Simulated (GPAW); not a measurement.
# AlN (F-43m) in GPAW: single point with PBE

Aim: the single point of AlN with PBE.

All numbers are computed with GPAW 26.7.0; they aren't measurements. Logs are shortened: lines on timing, memory, paths and dates and some standing lists are left out, and cuts for length are marked. The log counts tension as positive stress, the text compression.

## Step 1: The structure

Symmetry: F-43m, No. 216, cubic system. Conventional cell: a = 4.368 Å, b = 4.368 Å, c = 4.368 Å, α = 90.00°, β = 90.00°, γ = 90.00°. Around Al (site symmetry -43m) lie 4 N at 1.89 Å. N (site symmetry -43m) is surrounded by 4 Al at 1.89 Å.

Measurements of this composition are mostly on another form, of space group No. 186.

## Step 2: Single point, PBE

Contents of run.py:

```python
from ase.dft.bandgap import bandgap
from ase.io import write
from ase.spacegroup import crystal
from ase.units import GPa
from gpaw import GPAW, PW

# Al 4a
# N 4d
atoms = crystal(['Al', 'N'],
                basis=[[0.0, 0.0, 0.0],
                       [0.25, 0.25, 0.75]],
                spacegroup=216, setting=1,  # F-43m
                cellpar=[4.36798712, 4.36798712, 4.36798712, 90.0, 90.0, 90.0],
                primitive_cell=True)

calc = GPAW(mode=PW(650),
            xc='PBE',
            kpts={'size': (8, 8, 8), 'gamma': True},
            occupations={'name': 'fermi-dirac', 'width': 0.01},
            nbands=11,
            convergence={'density': 1e-05, 'energy': 1e-05},
            maxiter=150,
            txt='gpaw.txt')
atoms.calc = calc
energy = atoms.get_potential_energy()
forces = atoms.get_forces()
stress = atoms.get_stress()
calc.write('gs.gpw')
write('result.traj', atoms)
print(f'Energy: {energy:.6f} eV')
print('Forces (eV/A):')
print(forces.round(4))
print('Stress (GPa):', (stress / GPa).round(3))
print('Fermi level:', round(calc.get_fermi_level(), 4), 'eV')
print(f'Gap: {bandgap(calc)[0]:.4f} eV, direct: {bandgap(calc, direct=True)[0]:.4f} eV')
```

Potentials or basis: GPAW PAW data sets (gpaw-data 1.2.1), pw.

Started as:

```sh
> OMP_NUM_THREADS=1 python run.py
```

gpaw.txt:

```text
__  _  _
 | _ |_)|_||  |
 |__||  | ||/\| - 26.7.0

Input parameters:
  mode=PW(ecut=650.0),
  convergence={'density': 1e-05, 'energy': 1e-05},
  kpts=MonkhorstPack(size=(8, 8, 8), gamma=True),
  maxiter=150,
  nbands=11,
  occupations=Occupations(name='fermi-dirac', width=0.01),
  xc=XC(name='PBE')

Diagonalizing LCAO Hamiltonian
Converting LCAO to pw mode

                 N

       Al

Atoms  # Å, Bohr magnetons
|   | symbol |        x |        y |        z |    initial magnetic moments |
|---|--------|----------|----------|----------|-----------------------------|
| 0 |     Al | 0.000000 | 0.000000 | 0.000000 | ( 0.0000,  0.0000,  0.0000) |
| 1 |      N | 3.275990 | 3.275990 | 3.275990 | ( 0.0000,  0.0000,  0.0000) |

Unit cell  # Å
| periodic |        x |        y |        z |  lengths |    angles |
|----------|----------|----------|----------|----------|-----------|
|      yes | 0.000000 | 2.183994 | 2.183994 | 3.088633 | 60.000000 |
|      yes | 2.183994 | 0.000000 | 2.183994 | 3.088633 | 60.000000 |
|      yes | 2.183994 | 2.183994 | 0.000000 | 3.088633 | 60.000000 |

Number of symmetries: 24
Symmetry operations  # r_c * U_cc + t_c -> r_c
|    | kind |            matrix            |
|----|------|------------------------------|
|  0 |  E   |  1, 0, 0,  0, 1, 0,  0, 0, 1 |
|  1 |  σ   |  1, 0, 0,  0, 0, 1,  0, 1, 0 |
|  2 |  σ   |  1, 0,-1,  0, 1,-1,  0, 0,-1 |
|  3 |  C3  |  1, 0,-1,  0, 0,-1,  0, 1,-1 |
|  4 |  C3  |  1,-1, 0,  0,-1, 1,  0,-1, 0 |
|  5 |  σ   |  1,-1, 0,  0,-1, 0,  0,-1, 1 |
|  6 |  σ   |  0, 1, 0,  1, 0, 0,  0, 0, 1 |
|  7 |  C3  |  0, 1, 0,  0, 0, 1,  1, 0, 0 |
|  8 |  C2  |  0, 1,-1,  1, 0,-1,  0, 0,-1 |
|  9 |  S4  |  0, 1,-1,  0, 0,-1,  1, 0,-1 |
| 10 |  C3  |  0, 0, 1,  1, 0, 0,  0, 1, 0 |
| 11 |  σ   |  0, 0, 1,  0, 1, 0,  1, 0, 0 |
| 12 |  S4  |  0, 0,-1,  1, 0,-1,  0, 1,-1 |
| 13 |  C3  |  0, 0,-1,  0, 1,-1,  1, 0,-1 |
| 14 |  S4  |  0,-1, 1,  1,-1, 0,  0,-1, 0 |
| 15 |  C2  |  0,-1, 1,  0,-1, 0,  1,-1, 0 |
| 16 |  C3  |  0,-1, 0,  1,-1, 0,  0,-1, 1 |
| 17 |  S4  |  0,-1, 0,  0,-1, 1,  1,-1, 0 |
| 18 |  S4  | -1, 1, 0, -1, 0, 1, -1, 0, 0 |
| 19 |  C3  | -1, 1, 0, -1, 0, 0, -1, 0, 1 |
| 20 |  C3  | -1, 0, 1, -1, 1, 0, -1, 0, 0 |
| 21 |  S4  | -1, 0, 1, -1, 0, 0, -1, 1, 0 |
| 22 |  σ   | -1, 0, 0, -1, 1, 0, -1, 0, 1 |
| 23 |  C2  | -1, 0, 0, -1, 0, 1, -1, 1, 0 |

BZ-sampling:
  Number of BZ points: 512
  Number of IBZ points: 29

  Monkhorst-Pack size: [8, 8, 8]
  Monkhorst-Pack shift: [0.0625, 0.0625, 0.0625]

K-points  # in reciprocal-cell coordinates
|     |                                coordinates |     weight |
|-----|--------------------------------------------|------------|
|   0 | (  0.00000000,   0.00000000,   0.00000000) | 0.00195312 |
|   1 | (  0.12500000,   0.12500000,   0.00000000) | 0.01171875 |
|   2 | (  0.12500000,   0.12500000,   0.12500000) | 0.01562500 |
|   3 | (  0.25000000,   0.12500000,   0.12500000) | 0.02343750 |
|   4 | (  0.25000000,   0.25000000,   0.00000000) | 0.01171875 |
|   5 | (  0.25000000,   0.25000000,   0.12500000) | 0.04687500 |
|   6 | (  0.25000000,   0.25000000,   0.25000000) | 0.01562500 |
|   7 | (  0.37500000,   0.25000000,  -0.37500000) | 0.04687500 |
|   8 | (  0.37500000,   0.25000000,   0.12500000) | 0.04687500 |
|   9 | (  0.37500000,   0.25000000,   0.25000000) | 0.04687500 |
| ... |                                            |            |
|  28 | (  0.50000000,   0.50000000,   0.50000000) | 0.00781250 |

Plane wave coefficients: 817
Cutoff: 650.0 eV

Spin-components: 1 (collinear spins)
Bands:           11
Projectors:      10
Spin-degeneracy: 2
Datatype:        complex128

Density:
  Valence electrons: 8.0
  Components: 1
  Grid points: [20 20 20]
  Charge: 0.0  # |e|

Potential:
  Grid points: [20 20 20]

species:
  Al:
    name:    Aluminium
    Z:       13.0
    valence: 3
    core:    10
    charge:  0.0  # [|e|]
    compensation charges:
      type: gauss
      rc: 0.34  # [Å]
      lmax: 2
    cutoffs:
      filter: 1.91  # [Å]
      core: 2.36  # [Å]
    projectors
    | kind |    occ | energy [eV] | rcut [Å] |
    |------|--------|-------------|----------|
    |   3s |  2.000 |      -7.753 |    1.085 |
    |   3p |  1.000 |      -2.712 |    1.085 |
    |    s |        |      19.459 |    1.085 |
    |    p |        |      24.499 |    1.085 |
    |    d |        |       0.000 |    1.085 |

    Using partial waves for Al as LCAO basis

  N:
    name:    Nitrogen
    Z:       7.0
    valence: 5
    core:    2
    charge:  0.0  # [|e|]
    compensation charges:
      type: gauss
      rc: 0.18  # [Å]
      lmax: 2
    cutoffs:
      filter: 1.11  # [Å]
      core: 0.96  # [Å]
    projectors
    | kind |    occ | energy [eV] | rcut [Å] |
    |------|--------|-------------|----------|
    |   2s |  2.000 |     -18.583 |    0.603 |
    |   2p |  3.000 |      -7.089 |    0.529 |
    |    s |        |       8.629 |    0.603 |
    |    p |        |      20.123 |    0.529 |
    |    d |        |       0.000 |    0.577 |

    Using partial waves for N as LCAO basis

Reference energy: -8085.144769  # eV

eigensolver:
  PPCG
  Converge bands: occupied
  niter=2

density mixing:
  MSR1-Mixer
  Pratt-step length: 0.05
  Maximum mixing coefficient: 0.75
  Old densities: 10
  SVD Regularization: 0.005
  Good broyden scale: 1.0
  Trust region scale: 1.0
  Backstep threshold: 4.0
  History deletion threshold: 6.0
  Fourier metric: weight=20.0, sigma=0.015

occupation numbers:
  Fermi-Dirac:
    width: 0.0100  # eV

poisson solver:
  ecut: 5200.0  # eV

xc functional:
  name: PBE with 2 nearest neighbor stencil

convergence criteria:
- Maximum integral of absolute [dens]ity change: 1e-05 electrons / valence electron
- Maximum [total energy] change in last 3 cyles: 1e-05 eV / valence electron
- Maximum integral of absolute [eigenst]ate change: 4e-08 eV^2 / valence electron
maximum number of iterations: 150

SCF iterations
|iter     | |      energy | eigst |  dens |
|---------|-|-------------|-------|-------|
|iter:   1| |  -16.725245 | -0.29 |       |
|iter:   2| |  -16.203647 | -2.26 | -0.55 |
|iter:   3| |  -14.708922 | -0.92 | -0.60 |
|iter:   4| |  -14.720523 | -3.03 | -1.25 |
|iter:   5| |  -14.726933 | -3.40 | -1.54 |
|iter:   6| |  -14.726987 | -5.45 | -2.76 |
|iter:   7| |  -14.726999c| -6.38 | -3.14 |
|iter:   8| |  -14.726999c| -8.60c| -4.41 |
|iter:   9| |  -14.726999c| -8.17c| -4.91 |
|iter:  10| |  -14.726999c| -9.68c| -5.95c|

Converged in 10 steps
Energy contributions relative to reference atoms: (reference = -8085.144769)

Energy contributions:
  Kinetic:          17.390088
  Coulomb:         -14.859317
  Zero:              0.012354
  External:          0.000000
  Xc:              -17.270123
  Entropy:          -0.000000
  Spinorbit:         0.000000
  ----------------------------
  Free energy:     -14.726999
  Extrapolated:    -14.726999

dipole moment: (-6.270161, -6.270161, -6.270161)  # |e|*Ang

Fermi level: 6.435
Eigenvalues  # (at kpt = [0.000, 0.000, 0.000])
| band index |      eig [eV] | occ [0-2] |
|------------|---------------|-----------|
|          0 |        -9.009 |     2.000 |
|          1 |         5.994 |     2.000 |
|          2 |         5.994 |     2.000 |
|          3 |         5.994 |     2.000 |
|          4 |        10.178 |     0.000 |
|          5 |        18.547 |     0.000 |
|          6 |        18.547 |     0.000 |
|          7 |        18.547 |     0.000 |
|          8 |        23.674 |     0.000 |
|          9 |        23.680 |     0.000 |
|         10 |        25.111 |     0.000 |

Gap: 3.296 eV
Transition (v -> c):
  (s=0, k=0, n=3, [0.00, 0.00, 0.00]) -> (s=0, k=24, n=4, [0.50, 0.50, 0.00])
Direct/indirect transitions are different
Direct gap: 4.184 eV
Transition at: (s=0, k=0, n=3, [0.00, 0.00, 0.00])

Forces  # eV/Ang
|        x |        y |       z |
|----------|----------|---------|
| -0.00000 |  0.00000 | 0.00000 |  # Al   0
|  0.00000 | -0.00000 | 0.00000 |  # N    1

Stress tensor  # eV/Ang^3
|         x |         y |         z |
|-----------|-----------|-----------|
| -0.015052 |  0.000000 |  0.000000 |
|  0.000000 | -0.015052 |  0.000000 |
|  0.000000 |  0.000000 | -0.015052 |

# Writing to gs.gpw (mode='')
```

Wall time 5 s (1 thread of Arm Neoverse V2, shared host); peak memory 0.13 GiB.

Results:

- Free energy: -14.7270 eV
- Pressure: 2.4 GPa
- Band gap on the k mesh: 3.30 eV, indirect (least direct gap 4.18 eV)

Caveat: the cutoff is short for stress and forces, so pressures can be off by a GPa or more.
